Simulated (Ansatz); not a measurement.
Base system: BaSnO3 in the cubic perovskite structure (space group Pm-3m, No. 221; a = 4.176 Å).

All numbers come from PBE, PAW, 420 eV (Ansatz, a first-principles code; spin-orbit coupling left out), earlier PAW set.

Before the change:

| Quantity | Value |
|---|---|
| Band gap | 0.48 eV |
| Smallest direct gap | 0.97 eV |
| Shortest interatomic distance | 2.088 Å |

Now apply this change: a negative pressure, −1 GPa.

Q: How does this affect the band gap, smallest direct gap and shortest interatomic distance?

A: The band gap shrinks by 0.09 eV to 0.39 eV; the smallest direct gap drops by 0.09 eV (0.97 eV → 0.88 eV); the shortest interatomic distance rises by 0.005 Å, from 2.088 Å to 2.093 Å.

Load acts through the strain it causes; cell and atoms are relaxed under it. Whether these cells are dynamically stable was not tested.
